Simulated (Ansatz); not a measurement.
## Ge: pressure against volume

Ge, I4_1/amd, a = 5.207 Å, c = 2.846 Å. This isn't the element's structure at ambient conditions. Ansatz: PBE, PAW, 420 eV, Γ-centred 16×16×16 mesh on 2 atoms, Gaussian smearing 0.10 eV; no spin polarisation. Shape and atoms are relaxed at each volume; pressure is positive in compression.

| V (Å³/atom) | P (GPa) |
| --- | --- |
| 16.976 | 11.78 |
| 17.555 | ? |
| 18.134 | 4.91 |
| 18.712 | 2.24 |
| 19.291 | 0.00 |
| 19.870 | -1.87 |
| 20.449 | -3.44 |
| 21.220 | -5.16 |

**Question.** Take V0 = 19.291 Å³/atom, fit the third-order Birch–Murnaghan form to the other rows, and predict the missing pressure.

**Answer.** With the Eulerian strain f = ½[(V0/V)^(2/3) − 1] and y = P/[3f(1 + 2f)^(5/2)], the form is the line y = B0 + 1.5 B0 (B0′ − 4) f. Rows (f, y): 0.04448, 71.3; 0.02105, 70.1; 0.01026, 69.2; -0.00976, 67.1; -0.01906, 66.3; -0.03078, 65.5. Means f = 0.002698, y = 68.250; Σ(Δf)² = 0.003889, ΣΔfΔy = 0.3174; the slope is their ratio. y = 68.03 + 81.61 f GPa, so B0 = 68.0 GPa and B0′ = 4 + 2 × (81.61)/(3 × 68.03) = 4.80. At V = 17.555, f = 0.03244, y = 70.68 and P = 8.05 GPa. The run gave 8.06 GPa, so the fit is 0.01 GPa too low, within the rms miss on the fitted rows (0.02 GPa).